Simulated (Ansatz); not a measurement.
Crystal: Au.

```
Au
1.0
     2.74841    0.00000    0.00000
     0.00000    2.74841    0.00000
     0.00000    0.00000    2.74841
Au
1
Direct
  0.50000 0.50000 0.50000
```

The cell was built by a generator and needn't be a form met in nature.

* Program: Ansatz 0.2.0
* Task: relaxation of cell and atoms
* Functional: RPBE
* Dispersion: D4
* Potentials or basis: Ansatz PAW
* Cutoff: 420 eV (not typed: the program's choice for these potentials)
* k mesh: 10 × 10 × 10
* Occupations: fermi-dirac, width 0.05 eV
* Spin: no spin polarisation

At the start: volume 20.76 Å³/atom.

Question: How do energy, volume and symmetry change on relaxing?

Answer: It ends after 4 steps and the volume is 19.86 Å³/atom (-4.3 %); space group Pm-3m (No. 221, to 0.05 Å).

The path:
```csv
step,energy change (eV),largest force (eV/Å),volume (Å³)
1,0.0000,0.0000,20.76
2,-0.0139,0.0000,19.94
3,-0.0140,0.0000,19.86
4,-0.0136,0.0000,19.86
```

Final structure:
```
CELL_PARAMETERS angstrom
2.70802 0.00000 0.00000
0.00000 2.70802 0.00000
0.00000 0.00000 2.70802
ATOMIC_POSITIONS crystal
Au 0.50000 0.50000 0.50000
```

Caveat: the plane-wave basis is chosen anew once the cell has moved, so the energies of steps on either side of that aren't comparable; pairwise dispersion overbinds metals, which lowers pressure and volume; the PAW data sets come from PBE, with cores solved anew for the run's functional, which leaves a small shift of forces and pressure.
